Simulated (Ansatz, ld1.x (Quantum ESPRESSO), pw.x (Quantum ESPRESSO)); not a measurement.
# Equation-of-state test of one ultrasoft potential (C (Z = 6))

| Item | Value |
| --- | --- |
| Element | C (Z = 6) |
| Generator | ld1.x (Quantum ESPRESSO) 7.5 |
| Type | ultrasoft |
| Functional | PBE |
| Relativity | scalar-relativistic |
| Frozen core | [He] |
| Valence charge | 4 |
| Reference configuration | 2s2 2p2 |
| Partial waves | 2s (bound): rcut 1.20, rcutus 1.35 bohr; 2s channel at 4.05 Ry: rcut 1.20, rcutus 1.35 bohr; 2p (bound): rcut 1.20, rcutus 1.55 bohr; 2p channel at 0.45 Ry: rcut 1.20, rcutus 1.55 bohr; 3d channel at 0.05 Ry: rcut 1.25, rcutus 1.40 bohr; 3d channel at 2.65 Ry: rcut 1.25, rcutus 1.40 bohr |
| Local potential | all-electron potential smoothed inside 1.55 bohr (lloc = -1) |
| Core correction | none |
| Augmentation charge | PSQ, inside the norm-conserving radii |

Crystal test: bcc C in pw.x 7.5, no spin, 18³ k-points, Fermi–Dirac smearing 0.01 Ry, cutoffs 45/540 Ry. The reference is all-electron LAPW (Ansatz 0.2.0) with the same functional, mesh and smearing; V0 and B0 come from Birch–Murnaghan fits to the pressures at five volumes. Errors are pseudo minus all-electron; Δ is the rms difference of the E(V) curves that follow from these fits, minima aligned, over ±6 % about the mean V0. Mesh and smearing are coarse, so the numbers serve the comparison and aren't converged zero-temperature values; the lattice is a test structure that the element need not adopt.

```csv
V (Å³/atom),P all-electron (GPa),P pseudo (GPa)
6.226,15.56,74.35
6.390,9.46,62.38
6.554,4.10,53.64
6.718,-0.60,43.26
6.882,-4.71,34.31
```

All-electron: a0 = 2.375 Å (V0 = 6.70 Å³/atom), B0 = 182.8 GPa.

Pseudopotential: mean pressure error (GPa): +48.83. The pressure does not cross zero within the volumes sampled, so no fit is given. This is a poor potential for the solid. Atomic configuration tests: test run stopped at test 4 of 7 (negative rho), 1 before it not solved.

**Question.** At the middle volume, how do free energy and pressure move when the wave cutoff is lowered (ecutrho held at 540 Ry)?

**Answer.**

```
cutoff (Ry)  shift of F (meV/atom)  shift of P (GPa)
         20                 +811.3            -45.74
         27                  +81.3             -0.39
         36                  +35.6             +6.83
```

The run at the middle volume (195 k-points, 30 iterations) took about 25 s on one core of a shared host (Neoverse-V1, 32 threads, 247 GiB, load 17).
